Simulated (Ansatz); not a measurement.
Barrier of one jump, H in Ti

Theory: DFT PBEsol, scalar-relativistic, plane waves, PAW (Ansatz). Settings: 420 eV cutoff, 4×4×4 k-mesh, shifted by half a step, Gaussian smearing of 0.10 eV, no spin polarisation.

In a supercell of 18 host sites, interstitial H hops to an equivalent place, moving 2.90 Å between the relaxed ends. Climbing-image nudged elastic band at fixed cell with images 0 (start) to 6 (end), the path measured over all atoms, converged to 0.05 eV/Å; the order of the saddle wasn't checked, and the small cell leaves errors of about a tenth of an eV. Zero-point motion and tunnelling, which matter for H, are left out.

Start:

```
CELL_PARAMETERS angstrom
4.35065 -2.51185 -4.59099
-4.35065 -2.51185 -4.59099
0.00000 5.02370 -4.59099
ATOMIC_POSITIONS crystal
Ti 0.13831 0.46952 0.13831
Ti 0.80392 0.47332 0.47332
Ti 0.46952 0.13831 0.13831
Ti 0.47332 0.47333 0.80392
Ti 0.13831 0.13831 0.46955
Ti 0.80268 0.80268 0.14511
Ti 0.80266 0.14510 0.80269
Ti 0.47331 0.80393 0.47332
Ti 0.14509 0.80267 0.80269
Ti 0.19734 0.19733 0.85487
Ti 0.85491 0.19731 0.19732
Ti 0.53047 0.86169 0.86169
Ti 0.52669 0.19609 0.52666
Ti 0.19732 0.85491 0.19732
Ti 0.86169 0.53046 0.86169
Ti 0.86169 0.86169 0.53047
Ti 0.52669 0.52669 0.19606
Ti 0.19609 0.52669 0.52667
H 0.99999 0.99998 0.00004
```

Atom 19 jumps to (1.450, 2.512, 0.000) Å.

(1) Give the energy along the band and the structure at its top.

Answers

(1)
| image | path (Å) | E − E(0) (eV) | H x (Å) | H y (Å) | H z (Å) | force on H (eV/Å) |
| --- | --- | --- | --- | --- | --- | --- |
| 0 | 0.00 | 0.000 | 0.000 | 0.000 | 0.000 | 0.00 |
| 1 | 0.51 | 0.248 | 0.012 | 0.480 | -0.062 | 0.72 |
| 2 | 1.01 | 0.498 | 0.027 | 0.950 | -0.236 | 0.01 |
| 3 | 1.67 | 0.146 | 0.004 | 1.522 | -0.536 | 0.40 |
| 4 | 2.33 | 0.371 | 0.399 | 1.889 | -0.367 | 0.70 |
| 5 | 2.99 | 0.368 | 0.908 | 2.207 | -0.121 | 0.65 |
| 6 | 3.65 | 0.000 | 1.450 | 2.512 | 0.000 | 0.00 |

Barrier 0.50 eV. Image 2:
```
CELL_PARAMETERS angstrom
4.35065 -2.51185 -4.59099
-4.35065 -2.51185 -4.59099
0.00000 5.02370 -4.59099
ATOMIC_POSITIONS crystal
Ti 0.13895 0.46918 0.13587
Ti 0.80237 0.46832 0.47593
Ti 0.47490 0.13302 0.13591
Ti 0.47434 0.46846 0.80320
Ti 0.14298 0.13714 0.47072
Ti 0.78795 0.78202 0.14684
Ti 0.80619 0.13626 0.80300
Ti 0.47414 0.79658 0.47596
Ti 0.14183 0.80051 0.80311
Ti 0.20400 0.19825 0.85065
Ti 0.86471 0.20452 0.19231
Ti 0.53285 0.85944 0.85642
Ti 0.53212 0.19200 0.52487
Ti 0.21024 0.85845 0.19247
Ti 0.86525 0.52690 0.85634
Ti 0.86849 0.86277 0.52233
Ti 0.52361 0.51773 0.19693
Ti 0.19794 0.52635 0.52506
H 0.95713 0.95099 0.14319
```

Cost: 1 run of about 100 core-minutes, on Intel Xeon Platinum 8488C (Sapphire Rapids) (shared hosts).